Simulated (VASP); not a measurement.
ScAl3, 4 atoms in the cell. Symmetry: Pm-3m, No. 221, cubic system. Conventional cell: a = 4.088 Å, b = 4.088 Å, c = 4.088 Å, α = 90.00°, β = 90.00°, γ = 90.00°. Sc (site symmetry m-3m) is surrounded by 12 Al at 2.89 Å. Al (site symmetry 4/mmm) is surrounded by 4 Sc at 2.89 Å and 8 Al at 2.89 Å. The cell is a database's computed one.

| Property | Result |
| --- | --- |
| Program | VASP 6.6.1 |
| Task | relaxation of cell and atoms |
| Functional | PBE |
| Potentials or basis | VASP PAW PBE potentials, release 64 (Sc_sv, Al) |
| Cutoff | 600 eV |
| k mesh | 10 × 10 × 10 |
| Occupations | methfessel-paxton, width 0.1 eV |
| Spin | no spin polarisation |
| Further INCAR settings | ALGO = Normal; EDIFF = 1e-06; IBRION = 2; EDIFFG = -0.01; NSW = 90; ISIF = 3 |

Potentials or basis: VASP PAW PBE potentials, release 64 (Sc_sv, Al).

The run is started by

```console
$ cat potpaw_PBE.64/Sc_sv/POTCAR potpaw_PBE.64/Al/POTCAR > POTCAR
$ mpirun -np 1 vasp_std > vasp.out
```

Hardware: 1 thread of Intel(R) Xeon(R) Platinum 8559C (Emerald Rapids), on a shared host.

Estimate the wall time of this run.

Run time: 120 s on 1 thread of Intel(R) Xeon(R) Platinum 8559C (Emerald Rapids) (shared host), peak memory 0.25 GiB. Counts: scf iterations 26, k points 56, ion steps 3.
